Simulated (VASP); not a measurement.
# Hf8Si15 (a cell with a defect) in VASP: a series of runs

Runs on Hf8Si15 (a cell with a defect). Level: PBE. Tasks: single point.

Program: VASP 6.6.1. These are calculated values, not measurements. Logs are shortened: lines on timing, memory, paths and dates and some standing lists are left out, and cuts for length are marked.

### Step 1. The structure

The cell holds a defect, 23 atoms: a = 7.450 Å, b = 7.621 Å, c = 7.387 Å, α = 90.00°, β = 90.00°, γ = 75.85°.

### Step 2. Single point, PBE

INCAR reads:

```
SYSTEM = Hf8Si15
  PREC = Accurate
  ENCUT = 520
  EDIFF = 1E-7
  ISMEAR = 1
  SIGMA = 0.15
  LREAL = Auto
  LASPH = .TRUE.
  NELM = 60
  ALGO = Fast
  ISIF = 2
  LWAVE = .FALSE.
  LCHARG = .FALSE.
  GGA = PE
  NBANDS = 87
```

KPOINTS reads:

```
regular mesh
0
G
  2 2 2
  0 0 0
```

POSCAR reads:

```
Hf8Si15
1.0
    7.4502520000      0.0000000000      0.0000000000
    1.8625630000     -7.3903990000      0.0000000000
    0.0000000000      0.0000000000     -7.3873560000
Si Hf
15 8
Direct
    0.2326134998      0.0701757781      0.4043871718
    0.2726375272      0.9109129291      0.1253841022
    0.3753182856      0.5038472212      0.3750141458
    0.1234693716      0.4999627219      0.1253479594
    0.2326117451      0.0701806492      0.8464003901
    0.3753153578      0.5038514159      0.8758371737
    0.1239541605      0.5071770820      0.6253512082
    0.7226119328      0.1104875393      0.3697349904
    0.7765208615      0.8944513009      0.1253807181
    0.8790034561      0.5027479572      0.3737909747
    0.6223629767      0.4971171381      0.1253451167
    0.7226220366      0.1104857803      0.8810380872
    0.7729603296      0.9057195694      0.6253811242
    0.8790022797      0.5027489044      0.8770656240
    0.6180891922      0.5058399418      0.6253480948
    0.0512307368      0.7915126098      0.3713424668
    0.4378981443      0.2114663904      0.1253895169
    0.0512318717      0.7915155866      0.8794101706
    0.4491717138      0.2167838299      0.6253960145
    0.5526612208      0.7893261243      0.3703986920
    0.9577741973      0.2109415202      0.1253923596
    0.5526594378      0.7893284246      0.8803531331
    0.9428960366      0.2185633008      0.6253962852
```

Potentials or basis: VASP PAW PBE potentials, release 64 (Si, Hf_pv).

The run is started by

```bash
$ cat potpaw_PBE.64/Si/POTCAR potpaw_PBE.64/Hf_pv/POTCAR > POTCAR
$ mpirun -np 1 vasp_std > vasp.out
```

OUTCAR:

```text
SYSTEM = Hf8Si15
   PREC = Accurate
   ENCUT = 520
   EDIFF = 1E-7
   ISMEAR = 1
   LREAL = Auto
   LASPH = .TRUE.
   NELM = 60
   ISIF = 2
   GGA = PE

 ion  position               nearest neighbor table
   1  0.233  0.070  0.404-   2 2.37  19 2.72  23 2.72  16 2.79  20 2.80  21 2.92  17 2.92
   2  0.273  0.911  0.125-   5 2.37   1 2.37  20 2.75  22 2.75  16 2.75  18 2.75  21 2.85  17 2.85

   3  0.375  0.504  0.375-  15 2.59  11 2.60   7 2.63   4 2.64  20 2.81  19 2.81  16 2.84  17 2.84

   4  0.123  0.500  0.125-  14 2.58  10 2.58   6 2.64   3 2.64  21 2.78  17 2.79  18 2.82  16 2.82

   5  0.233  0.070  0.846-   2 2.37  19 2.72  23 2.72  18 2.79  22 2.80  21 2.92  17 2.92
   6  0.375  0.504  0.876-  15 2.59  11 2.60   7 2.63   4 2.64  22 2.81  19 2.81  18 2.84  17 2.84

   7  0.124  0.507  0.625-  10 2.61  14 2.61   3 2.63   6 2.63  16 2.82  18 2.82  23 2.85  19 2.85

   8  0.723  0.110  0.370-   9 2.41  13 2.42  17 2.75  19 2.75  21 2.75  23 2.76  16 3.00  20 3.02
[... 15 lines left out ...]
  16  0.051  0.792  0.371-   9 2.71   2 2.75  13 2.77   1 2.79  10 2.81   7 2.82   4 2.82   3 2.84
                             8 3.00  21 3.59  18 3.63  23 3.67  20 3.72  20 3.73  18 3.75
  17  0.438  0.211  0.125-   8 2.75  12 2.75   4 2.79   6 2.84   3 2.84  11 2.84   2 2.85   5 2.92
                             1 2.92   9 3.04  21 3.58  20 3.61  22 3.61  19 3.70  19 3.70  21 3.87
  18  0.051  0.792  0.879-   9 2.71   2 2.75  13 2.77   5 2.79  14 2.81   7 2.82   4 2.82   6 2.84
                            12 3.00  21 3.59  16 3.63  23 3.67  22 3.72  22 3.73  16 3.75
  19  0.449  0.217  0.625-   5 2.72   1 2.72  12 2.75   8 2.75  15 2.79   3 2.81   6 2.81   7 2.85
                            13 2.94  22 3.68  20 3.68  23 3.68  17 3.70  17 3.70  23 3.77
  20  0.553  0.789  0.370-   9 2.71   2 2.75  13 2.78   1 2.80   3 2.81  15 2.82  11 2.82  10 2.84
                             8 3.02  17 3.61  22 3.62  19 3.68  16 3.72  16 3.73  22 3.77
  21  0.958  0.211  0.125-   8 2.75  12 2.75   4 2.78  14 2.83  10 2.83   2 2.85  11 2.89   5 2.92
                             1 2.92   9 3.04  17 3.58  16 3.59  18 3.59  23 3.70  23 3.70  17 3.87
  22  0.553  0.789  0.880-   9 2.71   2 2.75  13 2.78   5 2.80   6 2.81  15 2.82  11 2.82  14 2.84
                            12 3.02  17 3.61  20 3.62  19 3.68  18 3.72  18 3.73  20 3.77
  23  0.943  0.219  0.625-   5 2.72   1 2.72  12 2.76   8 2.76  10 2.81  14 2.81  15 2.84   7 2.85
                            13 2.96  18 3.67  16 3.67  19 3.68  21 3.70  21 3.70  19 3.77

  LATTYP: Found a simple monoclinic cell.
 ALAT       =     7.4502520000
 B/A-ratio  =     0.9915578695
 C/A-ratio  =     1.0229844398
 COS(beta)  =    -0.2443829938

  Lattice vectors:

 A1 = (   7.4502520000,   0.0000000000,   0.0000000000)
 A2 = (   0.0000000000,   0.0000000000,  -7.3873560000)
 A3 = (  -1.8625630000,   7.3903990000,   0.0000000000)

Analysis of symmetry for initial positions (statically):
=====================================================================
 Subroutine PRICEL returns:
 Original cell was already a primitive cell.

 Routine SETGRP: Setting up the symmetry group for a
 simple monoclinic supercell.

 Subroutine GETGRP returns: Found  1 space group operations
 (whereof  1 operations were pure point group operations)
 out of a pool of  4 trial point group operations.

The static configuration has the point symmetry C_1 .

Analysis of symmetry for dynamics (positions and initial velocities):
=====================================================================
 Subroutine PRICEL returns:
 Original cell was already a primitive cell.

 Routine SETGRP: Setting up the symmetry group for a
 simple monoclinic supercell.

 Subroutine GETGRP returns: Found  1 space group operations
 (whereof  1 operations were pure point group operations)
 out of a pool of  4 trial point group operations.

The dynamic configuration has the point symmetry C_1 .

 Subroutine INISYM returns: Found  1 space group operations
 (whereof  1 operations are pure point group operations),
 and found     1 'primitive' translations

----------------------------------------------------------------------------------------

                                     Primitive cell

  volume of cell :     406.7503

  direct lattice vectors                    reciprocal lattice vectors
     7.450252000  0.000000000  0.000000000     0.134223648  0.033827673  0.000000000
     1.862563000 -7.390399000  0.000000000     0.000000000 -0.135310692  0.000000000
     0.000000000  0.000000000 -7.387356000     0.000000000  0.000000000 -0.135366429

  length of vectors
[... 64 lines left out ...]
     0.067111824  0.016913836  0.000000000     0.500000000  0.000000000  0.000000000
     0.000000000 -0.067655346  0.000000000     0.000000000  0.500000000  0.000000000
     0.000000000  0.000000000 -0.067683214     0.000000000  0.000000000  0.500000000

  Length of vectors
     0.069210366  0.067655346  0.067683214

  Shift w.r.t. Gamma in fractional coordinates (k-lattice)
     0.000000000  0.000000000  0.000000000

 Subroutine IBZKPT returns following result:
 ===========================================

 Found      8 irreducible k-points:

 Following reciprocal coordinates:
            Coordinates               Weight
  0.000000  0.000000  0.000000      1.000000
  0.500000  0.000000  0.000000      1.000000
  0.000000  0.500000  0.000000      1.000000
  0.500000  0.500000  0.000000      1.000000
  0.000000  0.000000  0.500000      1.000000
  0.500000  0.000000  0.500000      1.000000
  0.000000  0.500000  0.500000      1.000000
  0.500000  0.500000  0.500000      1.000000
   k-points           NKPTS =      8   k-points in BZ     NKDIM =      8   number of bands    NBANDS=     87
   number of dos      NEDOS =    301   number of ions     NIONS =     23
   total plane-waves  NPLWV = 188160
   dimension x,y,z NGX =    56 NGY =   60 NGZ =   56
   dimension x,y,z NGXF=   112 NGYF=  120 NGZF=  112
   ions per type =              15   8
   NGX,Y,Z   is equivalent  to a cutoff of  12.50, 13.09, 12.60 a.u.
   NGXF,Y,Z  is equivalent  to a cutoff of  24.99, 26.18, 25.20 a.u.
 SYSTEM =  Hf8Si15
   PREC   = accura    normal or accurate (medium, high low for compatibility)
   ISTART =      0    job   : 0-new  1-cont  2-samecut
   ICHARG =      2    charge: 1-file 2-atom 10-const
   ISPIN  =      1    spin polarized calculation?
   LNONCOLLINEAR =      F non collinear calculations
   LSORBIT =      F    spin-orbit coupling
   LASPH  =      T    aspherical Exc in radial PAW
   ENCUT  =  520.0 eV  38.22 Ry    6.18 a.u.  13.85 14.17 13.74*2*pi/ulx,y,z
   NELM   =     60;   NELMIN=  2; NELMDL= -5     # of ELM steps
   EDIFF  = 0.1E-06   stopping-criterion for ELM
   LREAL  =      T    real-space projection
   EDIFFG = 0.1E-05   stopping-criterion for IOM
   NSW    =      0    number of steps for IOM
   IBRION =     -1    ionic relax: 0-MD 1-quasi-New 2-CG
   NFREE  =      0    steps in history (QN), initial steepest desc. (CG)
   ISIF   =      2    stress and relaxation
   ISYM   =      2    0-nonsym 1-usesym 2-fastsym
   POTIM  = 0.5000    time-step for ionic-motion
   TEBEG  =    0.0;   TEEND  =   0.0 temperature during run
   PSTRESS=    0.0 pullay stress
   NELECT =     140.0000    total number of electrons
   NUPDOWN=      -1.0000    fix difference up-down
   EMIN   =  10.00;   EMAX   =-10.00  energy-range for DOS
   EFERMI =   0.00;   METHOD = LEGACY
   ISMEAR =     1;   SIGMA  =   0.15  broadening in eV -4-tet -1-fermi 0-gaus
   EFERMI_NEDOS =   21; number of points for ismear=-14 and -15
   IALGO  =     68    algorithm
   IMIX   =      4    mixing-type and parameters
     AMIX     =   0.40;   BMIX     =  1.00
     AMIX_MAG =   1.60;   BMIX_MAG =  1.00
  volume/ion in A,a.u.               =      17.68       119.34
  Fermi-wavevector in a.u.,A,eV,Ry     =   1.147294  2.168072 17.909138  1.316285
  Thomas-Fermi vector in A             =   2.283975
   LORBIT       =      0    0 simple, 1 ext, 2 COOP (PROOUT), +10 PAW based schemes
   GGA     = PE    functional components
   LHFCALC =     F    Hartree Fock is set to
   AEXX    =    0.0000 exact exchange contribution
   IVDW    =     0    specifies the selected vdW correction
   LEPSILON=     F    determine dielectric tensor
   LRPA    =     F    only Hartree local field effects (RPA)
 non-spin polarized calculation
 RMM-DIIS sequential band-by-band and
 Methfessel and Paxton  Order N= 1 SIGMA  =   0.15
  energy-cutoff  :      520.00
  volume of cell :      406.75
 maximum number of plane-waves:     10988
 NGX is ok and might be reduce to    56
   NGX = 27   NGY = 29   NGZ = 27

 number of electron     140.0000002 magnetization

 Free energy of the ion-electron system (eV)
  ---------------------------------------------------
  ext. energy  EPLUGINS =         0.00000000
  ---------------------------------------------------
  free energy    TOTEN  =      -173.07591305 eV

  energy without entropy =     -173.07961696  energy(sigma->0) =     -173.07714769

 E-fermi :   7.0773     XC(G=0): -11.0291

 val. band max:        7.0511342406   @ k =   0.5000   0.5000   0.5000
 cond. band min:       7.1122335976   @ k =   0.5000   0.0000   0.5000
 fundamental gap:      0.0610993570
 Fermi energy:         7.0773127076

 k-point     1 :       0.0000    0.0000    0.0000
  band No.  band energies     occupation
      1     -23.6360      2.00000
      2     -23.6251      2.00000
      3     -23.6134      2.00000
      4     -23.6124      2.00000
      5     -23.6079      2.00000
      6     -23.5883      2.00000
[... 669 lines left out ...]
     81       9.4779     -0.00000
     82       9.5027     -0.00000
 [bands above 82 left out]

------------------------ aborting loop because EDIFF is reached ----------------------------------------

  FORCE on cell =-STRESS in cart. coord.  units (eV):
  Direction    XX          YY          ZZ          XY          YZ          ZX
  --------------------------------------------------------------------------------------
  -------------------------------------------------------------------------------------
  Total      -12.8996450    -14.2481778    -13.1925339      0.0186075     -0.0065212     -0.0038772
  in kB      -50.8113183    -56.1231491    -51.9649992      0.0732943     -0.0256868     -0.0152724
  external PRESSURE =     -52.9664889 kB  Pullay stress =       0.0000000 kB

 VOLUME and BASIS-vectors are now :
 -----------------------------------------------------------------------------
  energy-cutoff  :      520.00
  volume of cell :      406.75
      direct lattice vectors                 reciprocal lattice vectors
     7.450252000  0.000000000  0.000000000     0.134223648  0.033827673  0.000000000
     1.862563000 -7.390399000  0.000000000     0.000000000 -0.135310692  0.000000000
     0.000000000  0.000000000 -7.387356000     0.000000000  0.000000000 -0.135366429

 POSITION                                       TOTAL-FORCE (eV/Angst)
 -----------------------------------------------------------------------------------
      1.86374     -0.51863     -2.98735        -0.001686      0.009494      0.032865
      3.72785     -6.73201     -0.92626         0.005445     -0.017667      0.000081
      3.73466     -3.72363     -2.77036         0.005075      0.001193      0.004848
      1.85109     -3.69492     -0.92599        -0.011750     -0.006203     -0.002641
      1.86373     -0.51866     -6.25266        -0.001661      0.008771     -0.032732
      3.73465     -3.72366     -6.47012         0.006405      0.001441     -0.000397
[... 15 lines left out ...]
      5.58763     -5.83345     -6.50348        -0.007631      0.008599      0.014150
      7.43190     -1.61527     -4.62002         0.020790     -0.004163      0.000776
 -----------------------------------------------------------------------------------
    total drift:                               -0.002902      0.008252     -0.003641

  FREE ENERGIE OF THE ION-ELECTRON SYSTEM (eV)
  ---------------------------------------------------
  free  energy   TOTEN  =      -173.0759130497 eV

  energy  without entropy=     -173.0796169556  energy(sigma->0) =     -173.07714769
```

Run time: 6.3 min. Hardware: 1 thread of Intel Xeon 6975P-C (Granite Rapids), shared host; peak memory 0.53 GiB.

What came out:

- Free energy: -173.0759 eV
- Pressure: -5.3 GPa
- Largest force: 0.034 eV/Å
- Band gap on the k mesh: none (metal or under the smearing width)

Forces on the atoms (eV/Å):
```
Si  -0.002  0.009  0.033
Si   0.005 -0.018  0.000
Si   0.005  0.001  0.005
Si  -0.012 -0.006 -0.003
Si  -0.002  0.009 -0.033
Si   0.006  0.001  0.000
Si  -0.011 -0.005 -0.003
Si   0.006  0.008  0.008
Si  -0.014 -0.012  0.001
Si   0.006 -0.004  0.008
Si   0.006 -0.008 -0.003
Si   0.005  0.007 -0.010
Si   0.002 -0.001  0.000
Si   0.006 -0.004 -0.004
Si  -0.015 -0.024 -0.001
Hf   0.014  0.008 -0.005
Hf  -0.014 -0.005  0.000
Hf   0.013  0.008  0.004
Hf  -0.022  0.023  0.001
Hf  -0.007  0.008 -0.014
Hf   0.010  0.000  0.001
Hf  -0.008  0.009  0.014
Hf   0.021 -0.004  0.001
```

Caveat: the k mesh is coarse (spacing up to 0.43 Å⁻¹), so the values aren't converged. The run has no spin-orbit coupling, so splittings on Hf are missing.

(Continued in part 2 of 2.)
